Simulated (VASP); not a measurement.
P, 2 atoms in the cell. It takes space group R-3m (No. 166, trigonal). Conventional cell: a = 3.325 Å, b = 3.325 Å, c = 8.498 Å, α = 90.00°, β = 90.00°, γ = 120.00°. Around P (site symmetry 3m) lie 6 P at 2.25 to 2.54 Å. This isn't the form of P at room conditions, which is orthorhombic.

- Program: VASP 6.6.1
- Task: relaxation of cell and atoms
- Functional: PBEsol
- Dispersion: D3(BJ)
- Potentials or basis: VASP PAW PBE potentials, release 64 (P)
- Cutoff: 520 eV
- k mesh: 6 × 6 × 6
- Occupations: gaussian, width 0.02 eV
- Spin: no spin polarisation
- Target pressure: 7.4 GPa
- Further INCAR settings: ALGO = Normal; EDIFF = 1e-07; IBRION = 2; EDIFFG = -0.002; NSW = 80; ISIF = 3
- Target pressure: 7.4 GPa

Potentials or basis: VASP PAW PBE potentials, release 64 (P).

Command:

```sh
$ cat potpaw_PBE.64/P/POTCAR > POTCAR
$ mpirun -np 1 vasp_std > vasp.out
```

Hardware: 1 thread of AMD EPYC 7R13 Processor (Zen 3), on a shared host.

Task: Estimate the wall time of this run.

Result: It took 13 s on 1 thread of AMD EPYC 7R13 Processor (Zen 3), on a shared host, peak memory 0.13 GiB. Counts: scf iterations 17, k points 32, ion steps 2.
